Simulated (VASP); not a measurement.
Here is the system:

```yaml
crystal:
  lattice:
    - [1.34756, -2.33403, 0.00000]
    - [1.34756, 2.33403, 0.00000]
    - [0.00000, 0.00000, 4.37509]
  atoms:
    - { symbol: Be, position: [0.66667, 0.33333, 0.50006] }
    - { symbol: Be, position: [0.33333, 0.66667, 0.00006] }
    - { symbol: O, position: [0.66667, 0.33333, 0.87794] }
    - { symbol: O, position: [0.33333, 0.66667, 0.37222] }
```

All values below come from PBEsol GGA, VASP's PBE PAW potentials (set 64) (plane waves; VASP). Settings: 600 eV cut-off, 10×10×6 Γ-centred mesh, Gaussian smearing of 0.050 eV, potentials Be O.

Q: Which forces act on the atoms, in eV/Å?

A: 
| atom | Fx | Fy | Fz |
|---|---|---|---|
| Be1 | 0.000 | 0.000 | -0.150 |
| Be2 | 0.000 | 0.000 | -0.112 |
| O3 | 0.000 | 0.000 | -0.250 |
| O4 | 0.000 | 0.000 | 0.513 |

Q: Give the stress tensor in GPa (positive for a compressed cell).

A: 
```
-0.44   0.00   0.00
 0.00  -0.44   0.00
 0.00   0.00   0.80
```
The pressure is its mean diagonal, -0.02 GPa.

The compound is BeO in the wurtzite structure. This cell was strained or had an atom moved on purpose.
